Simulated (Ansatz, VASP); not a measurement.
# One calculation of Rh, two programs

File INCAR:

```
PREC = Accurate ; ENCUT = 520
EDIFF = 1E-7 ; ISMEAR = -1
SIGMA = 0.08 ; LREAL = F
LASPH = T ; NELM = 60
ALGO = Normal ; ISIF = 2
LWAVE = F ; LCHARG = F
GGA = PE ; NBANDS = 14
```

The input KPOINTS:

```
regular mesh
0
Gamma
  16 16 16
```

File POSCAR:

```
Rh
1.0
    0.0000000000      1.8951902535      1.8951902535
    1.8951902535      0.0000000000      1.8951902535
    1.8951902535      1.8951902535      0.0000000000
Rh
1
Direct
    0.0000000000      0.0000000000      0.0000000000
```

Input for Ansatz:

```yaml
crystal:
  lattice:
    - [0.0, 1.8951902535, 1.8951902535]
    - [1.8951902535, 0.0, 1.8951902535]
    - [1.8951902535, 1.8951902535, 0.0]
  atoms:
    - { symbol: Rh, position: [0.0, 0.0, 0.0] }
kpoints:
  mp_grid: { grid: [16, 16, 16] }
  band_path:
    path:
      - [0.0, 0.0, 0.0]
      - [0.5, 0.0, 0.5]
      - [0.625, 0.25, 0.625]
      - [0.375, 0.375, 0.75]
      - [0.0, 0.0, 0.0]
      - [0.5, 0.5, 0.5]
      - [0.5, 0.25, 0.75]
      - [0.5, 0.0, 0.5]
    npoints: 5
scf:
  occupations: { method: fermi_dirac, width: 0.08 }
hamiltonian:
  xc: pbe
  pseudopotentials: { kind: all_electron, lapw: { basis_error: 0.001 } }
output:
  forces: true
  stress: true
  eigenvalues: true
```

Change from the starting cell: volume scaled by 0.99.

Alike in both runs: task single point; functional PBE; k mesh 16 × 16 × 16; occupations fermi-dirac, width 0.08 eV; no spin polarisation.

|  | VASP | Ansatz |
| --- | --- | --- |
| version | VASP 6.6.1 | Ansatz 0.2.0 |
| potentials or method | VASP PAW PBE potentials, release 64 (Rh_pv) | all-electron LAPW, scalar-relativistic |
| plane-wave cutoff (eV) | 520 | see its input |

Ansatz gave:

* pressure (GPa): 8.9

**Question.** Which values does VASP return?

**Answer.** Pressure (GPa): 9.0.

Ansatz ran all-electron here, so the differences hold the error of VASP's frozen core and of both bases.
